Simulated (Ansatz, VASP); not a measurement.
**Two plane-wave programs on PtSe2**

INCAR

```
SYSTEM = PtSe2
ALGO     = Normal         ! electronic algorithm
EDIFF    = 1E-6           ! SCF threshold, eV
ENCUT    = 520            ! plane-wave cutoff, eV
GGA      = PE             ! functional
ISIF     = 2              ! what is computed and relaxed
ISMEAR   = 0              ! smearing method
IVDW     = 12             ! dispersion correction
LASPH    = .TRUE.         ! aspherical terms in the spheres
LCHARG   = .FALSE.        ! write CHGCAR
LREAL    = .FALSE.        ! projectors in reciprocal space
LWAVE    = .FALSE.        ! write WAVECAR
NBANDS   = 18             ! bands
NELM     = 60             ! most SCF steps
PREC     = Accurate       ! precision mode
SIGMA    = 0.1            ! smearing width, eV
```

Contents of KPOINTS:

```
k-points
0
G
  6 6 4
  0 0 0
```

Contents of POSCAR:

```
PtSe2
1.0
    3.7240006046      0.0000000000      0.0000000000
   -1.8620003023      3.2250791273      0.0000000000
    0.0000000000      0.0000000000      5.0620000000
Pt Se
1 2
Direct
    0.0000000000      0.0000000000      0.0000000000
    0.3333333333      0.6666666667      0.2500000000
    0.6666666667      0.3333333333      0.7500000000
```

Input for Ansatz:

```yaml
crystal:
  lattice:
    - [3.7240006046, 0.0, 0.0]
    - [-1.8620003023, 3.2250791273, 0.0]
    - [0.0, 0.0, 5.062]
  atoms:
    - { symbol: Pt, position: [0.0, 0.0, 0.0] }
    - { symbol: Se, position: [0.3333333333, 0.6666666667, 0.25] }
    - { symbol: Se, position: [0.6666666667, 0.3333333333, 0.75] }
basis:
  ecutwfc: 420
kpoints:
  mp_grid: { grid: [6, 6, 4] }
hamiltonian:
  xc: pbe
  dispersion: d3bj
scf:
  occupations: { method: gaussian, width: 0.1 }
output:
  forces: true
  stress: true
  eigenvalues: true
```

Alike in both runs: task single point; functional PBE; dispersion D3(BJ); k mesh 6 × 6 × 4; occupations gaussian, width 0.1 eV; no spin polarisation.

|  | VASP | Ansatz |
| --- | --- | --- |
| version | VASP 6.6.1 | Ansatz 0.2.0 |
| potentials or method | VASP PAW PBE potentials, release 64 (Pt, Se) | scalar-relativistic, plane waves, PAW |
| plane-wave cutoff (eV) | 520 | 420 |
| valence electrons in the cell | 22 | 50 |

Ansatz gave:

| Item | Value |
| --- | --- |
| gap on the k mesh at the Fermi level (eV) | none |
| pressure (GPa) | 3.5 |
| largest component of the traceless stress (GPa) | 1.32 |
| rms of the force components (eV/Å) | 0.283 |

Task: What did VASP give for the same quantities?

Result: gap on the k mesh at the Fermi level (eV): none; pressure (GPa): 3.5; largest component of the traceless stress (GPa): 1.33; rms of the force components (eV/Å): 0.287.

Atom by atom the forces differ by 0.004 eV/Å (rms over components). A gap of «none» marks a metal or a gap that the smearing closes. The two sets of potentials don't hold the same shells in valence.

Caveats: pairwise dispersion overbinds metals, which lowers pressure and volume. Spin-orbit coupling is left out, which matters for the levels of Pt.
